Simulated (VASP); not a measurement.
The system is HfSiO4.

```xyz
12
Lattice="-3.2794 3.2794 2.9794 3.2794 -3.2794 2.9794 3.2794 3.2794 -2.9794" Properties=species:S:1:pos:R:3 pbc="T T T"
Hf    0.0000    0.0000    0.0000
Hf    0.0000    3.2794    1.4897
Si    3.2794    0.0000    1.4897
Si    0.0000    0.0000    2.9794
O     3.2794    2.0639   -1.0878
O     4.4949    0.0000    0.4019
O     2.0639    0.0000    0.4019
O     0.0000    1.2155    1.8916
O     2.0639    3.2794    1.0878
O     3.2794    1.2155    2.5775
O     3.2794   -1.2155    2.5775
O     1.2155    0.0000    4.0672
```

The cell is a database's computed one.

Base run:

| Property | Result |
| --- | --- |
| Program | VASP 6.6.1 |
| Functional | r2SCAN |
| Potentials or basis | VASP PAW PBE potentials, release 64 (Hf_pv, Si, O) |
| Cutoff | 520 eV |
| k mesh | 6 × 6 × 6 |
| Occupations | gaussian, width 0.02 eV |
| Spin | no spin polarisation |

Its results: band gap on the k mesh 6.08 eV, indirect (least direct gap 6.44 eV).

Problem. The run is repeated on the same cell with these changes: functional from r2SCAN to TB-mBJ. What comes out?

Solution. Band gap on the k mesh 7.21 eV, indirect (least direct gap 7.50 eV).

Caveats: spin-orbit coupling is left out, which moves the levels of the heavy elements.
